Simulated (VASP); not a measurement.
# CdSe (F-43m) in VASP: a series of runs

One crystal, CdSe, is run at these levels: PBE+D3(BJ); tasks: single point, relaxation of cell and atoms.

All numbers are computed with VASP 6.6.1; they aren't measurements. Logs are shortened: lines on timing, memory, paths and dates and some standing lists are left out, and cuts for length are marked.

**1. Starting point**

The structure is cubic, space group F-43m (No. 216). Conventional cell: a = 6.112 Å, b = 6.112 Å, c = 6.112 Å, α = 90.00°, β = 90.00°, γ = 90.00°. Cd (site symmetry -43m) is surrounded by 4 Se at 2.65 Å. Se (site symmetry -43m) is surrounded by 4 Cd at 2.65 Å.

Measurements of this composition are mostly on another form, of space group No. 186.

**2. Single point, PBE+D3(BJ)**

File INCAR:

```
PREC = Accurate
ENCUT = 520
EDIFF = 1E-6
ISMEAR = 0
SIGMA = 0.02
LREAL = F
LASPH = T
NELM = 100
ALGO = Normal
ISIF = 2
LWAVE = F
LCHARG = F
GGA = PE
IVDW = 12
NBANDS = 16
```

File KPOINTS:

```
regular mesh
0
Gamma
  10 10 10
```

File POSCAR:

```
CdSe
1.0
    0.0000000000      3.0558299899      3.0558299899
    3.0558299899      0.0000000000      3.0558299899
    3.0558299899      3.0558299899      0.0000000000
Cd Se
1 1
Direct
    0.0000000000      0.0000000000      0.0000000000
    0.7500000000      0.7500000000      0.7500000000
```

Potentials or basis: VASP PAW PBE potentials, release 64 (Cd, Se).

Run with:

```
$ cat potpaw_PBE.64/Cd/POTCAR potpaw_PBE.64/Se/POTCAR > POTCAR
$ mpirun -np 1 vasp_std > vasp.out
```

OUTCAR:

```text
PREC = Accurate
   ENCUT = 520
   EDIFF = 1E-6
   ISMEAR = 0
   LREAL = F
   LASPH = T
   NELM = 100
   ISIF = 2
   GGA = PE
   IVDW = 12
 IVDW          = 12

 ion  position               nearest neighbor table
   1  0.000  0.000  0.000-   2 2.65   2 2.65   2 2.65   2 2.65
   2  0.750  0.750  0.750-   1 2.65   1 2.65   1 2.65   1 2.65

  LATTYP: Found a face centered cubic cell.
 ALAT       =     6.1116599798

  Lattice vectors:

 A1 = (   0.0000000000,   3.0558299899,   3.0558299899)
 A2 = (   3.0558299899,   0.0000000000,   3.0558299899)
 A3 = (   3.0558299899,   3.0558299899,   0.0000000000)

Analysis of symmetry for initial positions (statically):
=====================================================================
 Subroutine PRICEL returns:
 Original cell was already a primitive cell.

 Routine SETGRP: Setting up the symmetry group for a
 face centered cubic supercell.

 Subroutine GETGRP returns: Found 24 space group operations
 (whereof 24 operations were pure point group operations)
 out of a pool of 48 trial point group operations.

The static configuration has the point symmetry T_d .

Analysis of symmetry for dynamics (positions and initial velocities):
=====================================================================
 Subroutine PRICEL returns:
 Original cell was already a primitive cell.

 Routine SETGRP: Setting up the symmetry group for a
 face centered cubic supercell.

 Subroutine GETGRP returns: Found 24 space group operations
 (whereof 24 operations were pure point group operations)
 out of a pool of 48 trial point group operations.

The dynamic configuration has the point symmetry T_d .

 Subroutine INISYM returns: Found 24 space group operations
 (whereof 24 operations are pure point group operations),
 and found     1 'primitive' translations

----------------------------------------------------------------------------------------

                                     Primitive cell

  volume of cell :      57.0713

  direct lattice vectors                    reciprocal lattice vectors
     0.000000000  3.055829990  3.055829990    -0.163621668  0.163621668  0.163621668
     3.055829990  0.000000000  3.055829990     0.163621668 -0.163621668  0.163621668
     3.055829990  3.055829990  0.000000000     0.163621668  0.163621668 -0.163621668

  length of vectors
     4.321596216  4.321596216  4.321596216     0.283401042  0.283401042  0.283401042

  position of ions in fractional coordinates (direct lattice)
     0.000000000  0.000000000  0.000000000
     0.750000000  0.750000000  0.750000000

  ion indices of the primitive-cell ions
   primitive index   ion index
                 1           1
                 2           2

----------------------------------------------------------------------------------------

 KPOINTS: regular mesh

Automatic generation of k-mesh.
 Grid dimensions read from file:
 generate k-points for:   10   10   10

 Generating k-lattice:

  Cartesian coordinates                     Fractional coordinates (reciprocal lattice)
    -0.016362167  0.016362167  0.016362167     0.100000000  0.000000000  0.000000000
     0.016362167 -0.016362167  0.016362167     0.000000000  0.100000000  0.000000000
     0.016362167  0.016362167 -0.016362167     0.000000000  0.000000000  0.100000000

  Length of vectors
     0.028340104  0.028340104  0.028340104

  Shift w.r.t. Gamma in fractional coordinates (k-lattice)
     0.000000000  0.000000000  0.000000000

 Subroutine IBZKPT returns following result:
 ===========================================

 Found     47 irreducible k-points:

 Following reciprocal coordinates:
            Coordinates               Weight
  0.000000  0.000000  0.000000      1.000000
  0.100000  0.000000  0.000000      8.000000
  0.200000  0.000000  0.000000      8.000000
  0.300000  0.000000  0.000000      8.000000
  0.400000  0.000000  0.000000      8.000000
  0.500000  0.000000  0.000000      4.000000
[... 16 lines left out ...]
  0.300000  0.300000  0.000000      6.000000
  0.400000  0.300000  0.000000     24.000000
 [... further k-points ...]
   k-points           NKPTS =     47   k-points in BZ     NKDIM =     47   number of bands    NBANDS=     16
   number of dos      NEDOS =    301   number of ions     NIONS =      2
   total plane-waves  NPLWV =  32768
   dimension x,y,z NGX =    32 NGY =   32 NGZ =   32
   dimension x,y,z NGXF=    64 NGYF=   64 NGZF=   64
   ions per type =               1   1
   NGX,Y,Z   is equivalent  to a cutoff of  12.31, 12.31, 12.31 a.u.
   NGXF,Y,Z  is equivalent  to a cutoff of  24.62, 24.62, 24.62 a.u.
 SYSTEM =  unknown system
   PREC   = accura    normal or accurate (medium, high low for compatibility)
   ISTART =      0    job   : 0-new  1-cont  2-samecut
   ICHARG =      2    charge: 1-file 2-atom 10-const
   ISPIN  =      1    spin polarized calculation?
   LNONCOLLINEAR =      F non collinear calculations
   LSORBIT =      F    spin-orbit coupling
   LASPH  =      T    aspherical Exc in radial PAW
   ENCUT  =  520.0 eV  38.22 Ry    6.18 a.u.   8.04  8.04  8.04*2*pi/ulx,y,z
   NELM   =    100;   NELMIN=  2; NELMDL= -5     # of ELM steps
   EDIFF  = 0.1E-05   stopping-criterion for ELM
   LREAL  =      F    real-space projection
   EDIFFG = 0.1E-04   stopping-criterion for IOM
   NSW    =      0    number of steps for IOM
   IBRION =     -1    ionic relax: 0-MD 1-quasi-New 2-CG
   NFREE  =      0    steps in history (QN), initial steepest desc. (CG)
   ISIF   =      2    stress and relaxation
   ISYM   =      2    0-nonsym 1-usesym 2-fastsym
   POTIM  = 0.5000    time-step for ionic-motion
   TEBEG  =    0.0;   TEEND  =   0.0 temperature during run
   PSTRESS=    0.0 pullay stress
   NELECT =      18.0000    total number of electrons
   NUPDOWN=      -1.0000    fix difference up-down
   EMIN   =  10.00;   EMAX   =-10.00  energy-range for DOS
   EFERMI =   0.00;   METHOD = LEGACY
   ISMEAR =     0;   SIGMA  =   0.02  broadening in eV -4-tet -1-fermi 0-gaus
   EFERMI_NEDOS =   21; number of points for ismear=-14 and -15
   IALGO  =     38    algorithm
   IMIX   =      4    mixing-type and parameters
     AMIX     =   0.40;   BMIX     =  1.00
     AMIX_MAG =   1.60;   BMIX_MAG =  1.00
  volume/ion in A,a.u.               =      28.54       192.57
  Fermi-wavevector in a.u.,A,eV,Ry     =   1.114362  2.105840 16.895765  1.241804
  Thomas-Fermi vector in A             =   2.250957
   LORBIT       =      0    0 simple, 1 ext, 2 COOP (PROOUT), +10 PAW based schemes
   GGA     = PE    functional components
   LHFCALC =     F    Hartree Fock is set to
   AEXX    =    0.0000 exact exchange contribution
   IVDW    =    12    specifies the selected vdW correction
   LEPSILON=     F    determine dielectric tensor
   LRPA    =     F    only Hartree local field effects (RPA)
 non-spin polarized calculation
 Gauss-broadening in eV      SIGMA  =   0.02
  energy-cutoff  :      520.00
  volume of cell :       57.07
 maximum number of plane-waves:      1572
   NGX = 17   NGY = 17   NGZ = 17

 number of electron      18.0000006 magnetization

 Free energy of the ion-electron system (eV)
  ---------------------------------------------------
  ext. energy  EPLUGINS =         0.00000000
  ---------------------------------------------------
  free energy    TOTEN  =        -5.48120024 eV

  energy without entropy =       -5.48120024  energy(sigma->0) =       -5.48120024

 E-fermi :   0.9693     XC(G=0):  -8.8207

 val. band max:        0.8275821040   @ k =   0.0000   0.0000   0.0000
 cond. band min:       1.4068016069   @ k =   0.0000   0.0000   0.0000
 fundamental gap:      0.5792195028
 Fermi energy:         0.9692963017

 k-point     1 :       0.0000    0.0000    0.0000
  band No.  band energies     occupation
      1     -11.6862      2.00000
      2      -7.0586      2.00000
      3      -7.0586      2.00000
      4      -7.0586      2.00000
      5      -6.6994      2.00000
      6      -6.6994      2.00000
[... 8 lines left out ...]
     15      11.8952      0.00000
     16      11.8952      0.00000

 k-point     2 :       0.1000    0.0000    0.0000
  band No.  band energies     occupation
      1     -11.6524      2.00000
      2      -7.0477      2.00000
      3      -7.0477      2.00000
      4      -7.0288      2.00000
      5      -6.7001      2.00000
      6      -6.7001      2.00000
[... 8 lines left out ...]
     15      11.2963      0.00000
     16      11.2963      0.00000

 k-point     3 :       0.2000    0.0000    0.0000
  band No.  band energies     occupation
      1     -11.5632      2.00000
      2      -7.0210      2.00000
      3      -7.0210      2.00000
      4      -6.9310      2.00000
      5      -6.6996      2.00000
      6      -6.6996      2.00000
[... 8 lines left out ...]
     15      10.8606      0.00000
     16      11.1878      0.00000

 k-point     4 :       0.3000    0.0000    0.0000
  band No.  band energies     occupation
      1     -11.4518      2.00000
      2      -6.9924      2.00000
      3      -6.9924      2.00000
      4      -6.7540      2.00000
      5      -6.6933      2.00000
      6      -6.6933      2.00000
[... 8 lines left out ...]
     15      11.1170      0.00000
     16      11.1170      0.00000
[... 324 lines left out ...]
 k-point    22 :      -0.2000    0.2000    0.0000
  band No.  band energies     occupation
      1     -11.4142      2.00000
      2      -6.9758      2.00000
      3      -6.9618      2.00000
      4      -6.7555      2.00000
      5      -6.7132      2.00000
      6      -6.6407      2.00000
[... 8 lines left out ...]
     15      12.0607      0.00000
     16      13.1843      0.00000

 k-point    23 :       0.3000    0.3000    0.0000
  band No.  band energies     occupation
      1     -11.3760      2.00000
      2      -6.9027      2.00000
      3      -6.9027      2.00000
      4      -6.8689      2.00000
      5      -6.6626      2.00000
      6      -6.6557      2.00000
[... 8 lines left out ...]
     15      12.6111      0.00000
     16      14.6602      0.00000

 k-point    24 :       0.4000    0.3000    0.0000
  band No.  band energies     occupation
      1     -11.3053      2.00000
      2      -6.8967      2.00000
      3      -6.8716      2.00000
      4      -6.8253      2.00000
      5      -6.6568      2.00000
      6      -6.5376      2.00000
[... 8 lines left out ...]
     15      13.0047      0.00000
     16      14.4525      0.00000

 [... further k-points ...]

------------------------ aborting loop because EDIFF is reached ----------------------------------------

 Edisp (eV)   -0.62706

 E8    (eV) :    -0.2679

  FORCE on cell =-STRESS in cart. coord.  units (eV):
  Direction    XX          YY          ZZ          XY          YZ          ZX
  --------------------------------------------------------------------------------------
  -------------------------------------------------------------------------------------
  Total       0.10841     0.10841     0.10841    -0.00000    -0.00000     0.00000
  in kB       3.04345     3.04345     3.04345    -0.00000    -0.00000     0.00000
  external pressure =        3.04 kB  Pullay stress =        0.00 kB

 VOLUME and BASIS-vectors are now :
 -----------------------------------------------------------------------------
  energy-cutoff  :      520.00
  volume of cell :       57.07
      direct lattice vectors                 reciprocal lattice vectors
     0.000000000  3.055829990  3.055829990    -0.163621668  0.163621668  0.163621668
     3.055829990  0.000000000  3.055829990     0.163621668 -0.163621668  0.163621668
     3.055829990  3.055829990  0.000000000     0.163621668  0.163621668 -0.163621668

 POSITION                                       TOTAL-FORCE (eV/Angst)
 -----------------------------------------------------------------------------------
      0.00000      0.00000      0.00000         0.000000      0.000000     -0.000000
      4.58374      4.58374      4.58374         0.000000     -0.000000      0.000000
 -----------------------------------------------------------------------------------
    total drift:                                0.000000      0.000000      0.000000

  FREE ENERGIE OF THE ION-ELECTRON SYSTEM (eV)
  ---------------------------------------------------
  free  energy   TOTEN  =        -6.1082611081 eV

  energy  without entropy=       -6.1082611081  energy(sigma->0) =       -6.10826111
```

Wall time 19 s (1 thread of AMD EPYC 9R45 (Zen 5), shared host); peak memory 0.18 GiB.

Results:

```yaml
Free_energy: -6.1083 eV
Pressure: 0.3 GPa
Band_gap_on_the_k_mesh: 0.58 eV, direct
Dispersion_energy_per_atom: -0.314 eV
```

Levels at points of the mesh, in eV from the valence-band top:
```
           k point  band 7  band 8  band 9  band 10  band 11  band 12
(0.00, 0.00, 0.00)    0.00    0.00    0.00     0.58     5.94     5.94
(0.50, 0.00, 0.00)   -4.30   -0.73   -0.73     2.38     6.44     6.44
(0.50, 0.50, 0.00)   -4.01   -1.80   -1.80     3.17     3.74     9.05
```

**3. Relaxation of cell and atoms, PBE+D3(BJ)**

This run uses another cell than the first one, of 28.94 Å³/atom, 1.014 times its volume.

File INCAR:

```
SYSTEM = CdSe
PREC     = Accurate       ! precision mode
ENCUT    = 600            ! plane-wave cutoff, eV
EDIFF    = 1E-6           ! SCF threshold, eV
ISMEAR   = 0              ! smearing method
SIGMA    = 0.02           ! smearing width, eV
LREAL    = .False.        ! projectors in reciprocal space
LASPH    = .True.         ! aspherical terms in the spheres
NELM     = 100            ! most SCF steps
ALGO     = Fast           ! electronic algorithm
ISIF     = 3              ! what is computed and relaxed
LWAVE    = .False.        ! write WAVECAR
LCHARG   = .False.        ! write CHGCAR
GGA      = PE             ! functional
IVDW     = 12             ! dispersion correction
IBRION   = 2              ! ionic algorithm
NSW      = 100            ! ionic steps
EDIFFG   = -0.01          ! ionic threshold
```

File KPOINTS:

```
regular mesh
0
Gamma
  10 10 10
  0 0 0
```

File POSCAR:

```
CdSe
1.0
    0.0000000000      3.0702712500      3.0702712500
    3.0702712500      0.0000000000      3.0702712500
    3.0702712500      3.0702712500      0.0000000000
Cd Se
1 1
Direct
    0.0000000000      0.0000000000      0.0000000000
    0.7500000000      0.7500000000      0.7500000000
```

Potentials or basis: VASP PAW PBE potentials, release 64 (Cd, Se).

Run with:

```
$ cat potpaw_PBE.64/Cd/POTCAR potpaw_PBE.64/Se/POTCAR > POTCAR
$ mpirun -np 1 vasp_std > vasp.out
```

It took 54 s on 1 thread of AMD EPYC 9R45 (Zen 5), shared host; peak memory 0.22 GiB.

Results (log left out):

- Free energy: -6.1084 eV
- Relaxed volume: 28.67 Å³/atom
- Relaxed cell: a = 4.329 Å, b = 4.329 Å, c = 4.329 Å, α = 60.00°, β = 60.00°, γ = 60.00°
- Space group after relaxing (to 0.05 Å): F-43m (No. 216)
- Energy gained by relaxing: 0.4 meV/atom
- Ionic steps: 3
- Pressure after relaxing: 0.0 GPa
- Band gap on the k mesh: 0.57 eV, direct
- Dispersion energy per atom: -0.312 eV

The path:
| step | energy change (eV) | largest force (eV/Å) | pressure (GPa) | volume (Å³) |
| --- | --- | --- | --- | --- |
| 1 | 0.0000 | 0.0000 | -0.45 | 57.88 |
| 2 | -0.0007 | 0.0000 | 0.12 | 57.20 |
| 3 | -0.0008 | 0.0000 | 0.01 | 57.35 |

Final structure:
```xyz
2
Lattice="0.0000 3.0607 3.0607 3.0607 0.0000 3.0607 3.0607 3.0607 0.0000" Properties=species:S:1:pos:R:3 pbc="T T T"
Cd    0.0000    0.0000    0.0000
Se    4.5911    4.5911    4.5911
```

Levels at points of the mesh, in eV from the valence-band top:
```csv
k point,band 5,band 6,band 7,band 8,band 9,band 10,band 11,band 12,band 13
"(0.00, 0.00, 0.00)",-7.52,-7.52,0.00,0.00,0.00,0.57,5.94,5.94,5.94
"(0.50, 0.00, 0.00)",-7.49,-7.24,-4.28,-0.72,-0.72,2.37,6.44,6.44,7.37
"(0.50, 0.50, 0.00)",-7.46,-7.17,-3.99,-1.79,-1.79,3.18,3.74,9.03,10.10
```

PBE gaps usually lie below the measured ones, often by a third to a half.

**4. Single point, PBE+D3(BJ)**

This run uses another cell than the first one, of 28.94 Å³/atom, 1.014 times its volume.

File INCAR:

```
SYSTEM = CdSe
ALGO = Normal
EDIFF = 1E-6
ENCUT = 520
GGA = PE
ISIF = 2
ISMEAR = 0
IVDW = 12
LASPH = .TRUE.
LCHARG = .FALSE.
LREAL = .FALSE.
LWAVE = .FALSE.
NBANDS = 16
NELM = 60
PREC = Accurate
SIGMA = 0.1
```

File KPOINTS:

```
k-points
0
G
  6 6 6
  0 0 0
```

POSCAR is that of step 3.

Run with:

```
$ cat potpaw_PBE.64/Cd/POTCAR potpaw_PBE.64/Se/POTCAR > POTCAR
$ mpirun -np 1 vasp_std > vasp.out
```

Run time: 8.3 s. Hardware: 1 thread of AMD EPYC 9R45 (Zen 5), shared host; peak memory 0.16 GiB.

The run converged. Its results:

```yaml
Free_energy: -6.1034 eV
Pressure: -0.4 GPa
Band_gap_on_the_k_mesh: 0.55 eV, direct
Dispersion_energy_per_atom: -0.308 eV
```

Levels at points of the mesh, in eV from the valence-band top:
```csv
k point,band 7,band 8,band 9,band 10,band 11,band 12
"(0.00, 0.00, 0.00)",0.00,0.00,0.00,0.55,5.93,5.93
"(0.50, 0.00, 0.00)",-4.23,-0.71,-0.71,2.35,6.43,6.43
"(0.50, 0.50, 0.00)",-3.95,-1.76,-1.76,3.19,3.73,8.98
```

Expect the measured gap to be larger: semilocal functionals such as PBE lack the derivative discontinuity.

**5. Summary**

| task | cell | k mesh | cutoff (eV) | smearing | gap on the mesh (eV) | pressure (GPa) |
| --- | --- | --- | --- | --- | --- | --- |
| single point | F-43m, 28.54 Å³/atom | 10 × 10 × 10 | 520 | gaussian 0.02 eV | 0.58 | 0.3 |
| relaxation of cell and atoms | relaxed | 10 × 10 × 10 | 600 | gaussian 0.02 eV | 0.57 | 0.0 |
| single point | F-43m, 28.94 Å³/atom | 6 × 6 × 6 | 520 | gaussian 0.1 eV | 0.55 | -0.4 |

Alike in all rows: level PBE+D3(BJ); potentials or basis VASP PAW PBE potentials, release 64 (Cd, Se); no spin polarisation.

Total energies depend on the potentials used, so only differences within one code and one set of settings carry meaning.
